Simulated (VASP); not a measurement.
# LiH (Pm-3m) in VASP: dielectric tensor with r2SCAN

Aim: the dielectric tensor of LiH with r2SCAN.

Program: VASP 6.6.1. These are calculated values, not measurements. Logs are shortened: lines on timing, memory, paths and dates and some standing lists are left out, and cuts for length are marked.

## (1) Starting point

Symmetry: Pm-3m, No. 221, cubic system. The conventional cell has a = 2.502 Å, b = 2.502 Å, c = 2.502 Å, α = 90.00°, β = 90.00°, γ = 90.00°. Li (site symmetry m-3m) is surrounded by 8 H at 2.17 Å. H (site symmetry m-3m) has 8 Li at 2.17 Å as nearest neighbours.

The cell was built by a generator and needn't be a form met in nature.

## (2) Dielectric tensor, r2SCAN

File INCAR:

```
PREC = Accurate
ENCUT = 520
EDIFF = 1E-8
ISMEAR = 0
SIGMA = 0.01
LREAL = F
LASPH = T
NELM = 100
ALGO = Normal
ISIF = 2
LWAVE = F
LCHARG = F
METAGGA = R2SCAN
LMIXTAU = T
LCALCEPS = T
```

File KPOINTS:

```
regular mesh
0
Gamma
  8 8 8
```

File POSCAR:

```
LiH
1.0
    2.5016587118      0.0000000000      0.0000000000
    0.0000000000      2.5016587118      0.0000000000
    0.0000000000      0.0000000000      2.5016587118
Li H
1 1
Direct
    0.0000000000      0.0000000000      0.0000000000
    0.5000000000      0.5000000000      0.5000000000
```

Potentials or basis: VASP PAW PBE potentials, release 64 (Li_sv, H).

The run is started by

```bash
> cat potpaw_PBE.64/Li_sv/POTCAR potpaw_PBE.64/H/POTCAR > POTCAR
> mpirun -np 1 vasp_std > vasp.out
```

OUTCAR:

```text
PREC = Accurate
   ENCUT = 520
   EDIFF = 1E-8
   ISMEAR = 0
   LREAL = F
   LASPH = T
   NELM = 100
   ISIF = 2
   METAGGA = R2SCAN

 ion  position               nearest neighbor table
   1  0.000  0.000  0.000-
   2  0.500  0.500  0.500-

  LATTYP: Found a simple cubic cell.
 ALAT       =     2.5016587118

  Lattice vectors:

 A1 = (   2.5016587118,   0.0000000000,   0.0000000000)
 A2 = (   0.0000000000,   2.5016587118,   0.0000000000)
 A3 = (   0.0000000000,   0.0000000000,   2.5016587118)

Analysis of symmetry for initial positions (statically):
=====================================================================
 Subroutine PRICEL returns:
 Original cell was already a primitive cell.

 Routine SETGRP: Setting up the symmetry group for a
 simple cubic supercell.

 Subroutine GETGRP returns: Found 48 space group operations
 (whereof 48 operations were pure point group operations)
 out of a pool of 48 trial point group operations.

The static configuration has the point symmetry O_h .

Analysis of symmetry for dynamics (positions and initial velocities):
=====================================================================
 Subroutine PRICEL returns:
 Original cell was already a primitive cell.

 Routine SETGRP: Setting up the symmetry group for a
 simple cubic supercell.

 Subroutine GETGRP returns: Found 48 space group operations
 (whereof 48 operations were pure point group operations)
 out of a pool of 48 trial point group operations.

The dynamic configuration has the point symmetry O_h .

 Subroutine INISYM returns: Found 48 space group operations
 (whereof 48 operations are pure point group operations),
 and found     1 'primitive' translations

----------------------------------------------------------------------------------------

                                     Primitive cell

  volume of cell :      15.6561

  direct lattice vectors                    reciprocal lattice vectors
     2.501658712  0.000000000  0.000000000     0.399734782  0.000000000  0.000000000
     0.000000000  2.501658712  0.000000000     0.000000000  0.399734782  0.000000000
     0.000000000  0.000000000  2.501658712     0.000000000  0.000000000  0.399734782

  length of vectors
     2.501658712  2.501658712  2.501658712     0.399734782  0.399734782  0.399734782

  position of ions in fractional coordinates (direct lattice)
     0.000000000  0.000000000  0.000000000
     0.500000000  0.500000000  0.500000000

  ion indices of the primitive-cell ions
   primitive index   ion index
                 1           1
                 2           2

----------------------------------------------------------------------------------------

 KPOINTS: regular mesh

Automatic generation of k-mesh.
 Grid dimensions read from file:
 generate k-points for:    8    8    8

 Generating k-lattice:

  Cartesian coordinates                     Fractional coordinates (reciprocal lattice)
     0.049966848  0.000000000  0.000000000     0.125000000  0.000000000  0.000000000
     0.000000000  0.049966848  0.000000000     0.000000000  0.125000000  0.000000000
     0.000000000  0.000000000  0.049966848     0.000000000  0.000000000  0.125000000

  Length of vectors
     0.049966848  0.049966848  0.049966848

  Shift w.r.t. Gamma in fractional coordinates (k-lattice)
     0.000000000  0.000000000  0.000000000

 Subroutine IBZKPT returns following result:
 ===========================================

 Found     35 irreducible k-points:

 Following reciprocal coordinates:
            Coordinates               Weight
  0.000000  0.000000  0.000000      1.000000
  0.125000  0.000000  0.000000      6.000000
  0.250000  0.000000  0.000000      6.000000
  0.375000  0.000000  0.000000      6.000000
  0.500000  0.000000  0.000000      3.000000
  0.125000  0.125000  0.000000     12.000000
[... 16 lines left out ...]
  0.375000  0.375000  0.125000     24.000000
  0.500000  0.375000  0.125000     24.000000
 [... further k-points ...]
   k-points           NKPTS =     35   k-points in BZ     NKDIM =     35   number of bands    NBANDS=      6
   number of dos      NEDOS =    301   number of ions     NIONS =      2
   total plane-waves  NPLWV =   8000
   dimension x,y,z NGX =    20 NGY =   20 NGZ =   20
   dimension x,y,z NGXF=    40 NGYF=   40 NGZF=   40
   ions per type =               1   1
   NGX,Y,Z   is equivalent  to a cutoff of  13.29, 13.29, 13.29 a.u.
   NGXF,Y,Z  is equivalent  to a cutoff of  26.58, 26.58, 26.58 a.u.
 SYSTEM =  unknown system
   PREC   = accura    normal or accurate (medium, high low for compatibility)
   ISTART =      0    job   : 0-new  1-cont  2-samecut
   ICHARG =      2    charge: 1-file 2-atom 10-const
   ISPIN  =      1    spin polarized calculation?
   LNONCOLLINEAR =      F non collinear calculations
   LSORBIT =      F    spin-orbit coupling
   LASPH  =      T    aspherical Exc in radial PAW
   ENCUT  =  520.0 eV  38.22 Ry    6.18 a.u.   4.65  4.65  4.65*2*pi/ulx,y,z
   NELM   =    100;   NELMIN=  2; NELMDL= -5     # of ELM steps
   EDIFF  = 0.1E-07   stopping-criterion for ELM
   LREAL  =      F    real-space projection
   EDIFFG = 0.1E-06   stopping-criterion for IOM
   NSW    =      0    number of steps for IOM
   IBRION =     -1    ionic relax: 0-MD 1-quasi-New 2-CG
   NFREE  =      0    steps in history (QN), initial steepest desc. (CG)
   ISIF   =      2    stress and relaxation
   ISYM   =      2    0-nonsym 1-usesym 2-fastsym
   POTIM  = 0.5000    time-step for ionic-motion
   TEBEG  =    0.0;   TEEND  =   0.0 temperature during run
   PSTRESS=    0.0 pullay stress
   NELECT =       4.0000    total number of electrons
   NUPDOWN=      -1.0000    fix difference up-down
   EMIN   =  10.00;   EMAX   =-10.00  energy-range for DOS
   EFERMI =   0.00;   METHOD = LEGACY
   ISMEAR =     0;   SIGMA  =   0.01  broadening in eV -4-tet -1-fermi 0-gaus
   EFERMI_NEDOS =   21; number of points for ismear=-14 and -15
   IALGO  =     38    algorithm
   IMIX   =      4    mixing-type and parameters
     AMIX     =   0.40;   BMIX     =  1.00
     AMIX_MAG =   1.60;   BMIX_MAG =  1.00
  volume/ion in A,a.u.               =       7.83        52.83
  Fermi-wavevector in a.u.,A,eV,Ry     =   1.038804  1.963054 14.682222  1.079113
  Thomas-Fermi vector in A             =   2.173305
   LORBIT       =      0    0 simple, 1 ext, 2 COOP (PROOUT), +10 PAW based schemes
   METAGGA = R2SCAN    functional components
   LHFCALC =     F    Hartree Fock is set to
   AEXX    =    0.0000 exact exchange contribution
   IVDW    =     0    specifies the selected vdW correction
   LEPSILON=     F    determine dielectric tensor
   LRPA    =     F    only Hartree local field effects (RPA)
   LRPA       =     F
 non-spin polarized calculation
 Gauss-broadening in eV      SIGMA  =   0.01
  energy-cutoff  :      520.00
  volume of cell :       15.66
 maximum number of plane-waves:       441
 NGX is ok and might be reduce to    20
   NGX =  9   NGY =  9   NGZ =  9

 number of electron       4.0000012 magnetization

 Free energy of the ion-electron system (eV)
  ---------------------------------------------------
  ext. energy  EPLUGINS =         0.00000000
  ---------------------------------------------------
  free energy    TOTEN  =        -6.31366690 eV

  energy without entropy =       -6.31366690  energy(sigma->0) =       -6.31366690

 E-fermi :   3.6013     XC(G=0):  -9.0250

 val. band max:        3.4793580478   @ k =   0.5000   0.5000   0.5000
 cond. band min:   10000.0000000000   @ k =   0.0000   0.0000   0.0000
 fundamental gap:   9996.5206419522
 Fermi energy:         3.6012603056

 k-point     1 :       0.0000    0.0000    0.0000
  band No.  band energies     occupation
      1     -46.3190      2.00000
      2      -5.6403      2.00000
      3   10000.0000      0.00000
      4   10000.0000      0.00000
      5   10000.0000      0.00000
      6   10000.0000      0.00000

 k-point     2 :       0.1250    0.0000    0.0000
  band No.  band energies     occupation
      1     -46.3117      2.00000
      2      -5.3982      2.00000
      3   10000.0000      0.00000
      4   10000.0000      0.00000
      5   10000.0000      0.00000
      6   10000.0000      0.00000
[... 190 lines left out ...]
 k-point    24 :       0.5000    0.3750    0.1250
  band No.  band energies     occupation
      1     -46.2244      2.00000
      2      -0.1419      2.00000
      3   10000.0000      0.00000
      4   10000.0000      0.00000
      5   10000.0000      0.00000
      6   10000.0000      0.00000

 [... further k-points ...]

------------------------ aborting loop because EDIFF is reached ----------------------------------------

            Ionic dipole moment: p[ion]=(    -1.25083    -1.25083    -1.25083 ) |e| Angst

 Total electronic dipole moment: p[elc]=(    -2.50166    -2.50166    -2.49899 ) |e| Angst

 MACROSCOPIC STATIC DIELECTRIC TENSOR (including local field effects)
 ------------------------------------------------------
           4.081230     0.000000     0.000000
           0.000000     4.081230    -0.000000
           0.000000     0.000000     4.081230
 ------------------------------------------------------

 PIEZOELECTRIC TENSOR (including local field effects) (e Angst)
          XX          YY          ZZ          XY          YZ          ZX
  --------------------------------------------------------------------------------
  x     0.00000     0.00000     0.00000     0.00000     0.00000     0.00000
  y     0.00000     0.00000     0.00000     0.00000     0.00000     0.00000
  z     0.00000     0.00000     0.00000     0.00000     0.00000     0.00000

 PIEZOELECTRIC TENSOR (including local field effects) (C/m^2)
          XX          YY          ZZ          XY          YZ          ZX
  --------------------------------------------------------------------------------
  x     0.00000     0.00000     0.00000     0.00000     0.00000     0.00000
  y     0.00000     0.00000     0.00000     0.00000     0.00000     0.00000
  z     0.00000     0.00000     0.00000     0.00000     0.00000     0.00000

 BORN EFFECTIVE CHARGES (including local field effects) (in |e|, cummulative output)
 ---------------------------------------------------------------------------------
 ion    1
    1     1.09186    -0.00000     0.00000
    2    -0.00000     1.09186     0.00000
    3     0.00000     0.00000     1.09186
 ion    2
    1    -1.09186     0.00000     0.00000
    2     0.00000    -1.09186    -0.00000
    3    -0.00000    -0.00000    -1.09186

  FORCE on cell =-STRESS in cart. coord.  units (eV):
  Direction    XX          YY          ZZ          XY          YZ          ZX
  --------------------------------------------------------------------------------------
  -------------------------------------------------------------------------------------
  Total       -0.0468747     -0.0468747     -0.0468747     -0.0000000      0.0000000     -0.0000000
  in kB       -4.7969466     -4.7969466     -4.7969466     -0.0000000      0.0000000     -0.0000000
  external PRESSURE =      -4.7969466 kB  Pullay stress =       0.0000000 kB

 VOLUME and BASIS-vectors are now :
 -----------------------------------------------------------------------------
  energy-cutoff  :      520.00
  volume of cell :       15.66
      direct lattice vectors                 reciprocal lattice vectors
     2.501658712  0.000000000  0.000000000     0.399734782  0.000000000  0.000000000
     0.000000000  2.501658712  0.000000000     0.000000000  0.399734782  0.000000000
     0.000000000  0.000000000  2.501658712     0.000000000  0.000000000  0.399734782

 POSITION                                       TOTAL-FORCE (eV/Angst)
 -----------------------------------------------------------------------------------
      0.00000      0.00000      0.00000         0.000000      0.000000      0.000000
      1.25083      1.25083      1.25083         0.000000      0.000000      0.000000
 -----------------------------------------------------------------------------------
    total drift:                                0.000000      0.000000      0.000000

  FREE ENERGIE OF THE ION-ELECTRON SYSTEM (eV)
  ---------------------------------------------------
  free  energy   TOTEN  =        -6.3136669023 eV

  energy  without entropy=       -6.3136669023  energy(sigma->0) =       -6.31366690
```

Wall time 4.4 min (1 thread of Intel Xeon Platinum 8488C (Sapphire Rapids), shared host); peak memory 0.15 GiB.

Results:

- Band gap on the k mesh: 1.30 eV, indirect (least direct gap 4.89 eV)
- Electronic dielectric tensor (diagonal): 4.08
- Born charges (mean of the diagonal): Li +1.09; H -1.09 e

Electronic dielectric tensor:
```
4.08 0.00 0.00
0.00 4.08 0.00
0.00 0.00 4.08
```

Born effective charge tensors (e):
atom 1, Li
```
1.09 0.00 0.00
0.00 1.09 0.00
0.00 0.00 1.09
```
atom 2, H
```
-1.09  0.00  0.00
 0.00 -1.09  0.00
 0.00  0.00 -1.09
```

Dipole moments of the cell (e·Å, modulo the quantum): ionic -1.251, -1.251, -1.251; electronic -2.502, -2.502, -2.499

Caveat: the cutoff is under 1.25 times the usual one of these potentials, so pressure, stress and relaxed cells hold a basis-set (Pulay) error; the PAW data sets were made with another functional, which shifts forces and pressure a little. r2SCAN opens gaps a little over a GGA but as a rule still falls short of measured ones.
